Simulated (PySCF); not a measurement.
Isomers of C3H2N2. Method used: PySCF 2.14.0, PBE0-D3(BJ)/def2-SVP geometry optimisation, gas phase. One conformer each; no zero-point energy, no entropy. No frequencies were run at this level. Point groups hold within 0.08 Å.

Question: Rank from lowest to highest electronic energy at this level (kcal/mol).
A. `N#CC1=NC1`
B. malononitrile (`N#CCC#N`)
C. `N#C[C@H]1C=N1`

Answer: B (0.0), C (33.0), A (35.1).

As drawn, the highest has a three-membered ring and a C=N bond, which the lowest lacks. Neighbours under 2.5 kcal/mol apart (N#C[C@H]1C=N1 and N#CC1=NC1) can change places with a better method, another conformer or zero-point energy.

```json
{"SMILES": "N#CCC#N", "E (Eh)": "-224.54441", "E rel (kcal/mol)": "0.0", "dipole (D)": "3.70", "point group": "C2v", "A, B, C (MHz)": "21179, 2924, 2612"}
{"SMILES": "N#C[C@H]1C=N1", "E (Eh)": "-224.49180", "E rel (kcal/mol)": "33.0", "dipole (D)": "4.18", "point group": "C1", "A, B, C (MHz)": "22771, 3539, 3478"}
{"SMILES": "N#CC1=NC1", "E (Eh)": "-224.48849", "E rel (kcal/mol)": "35.1", "dipole (D)": "2.64", "point group": "Cs", "A, B, C (MHz)": "26981, 3368, 3058"}
```
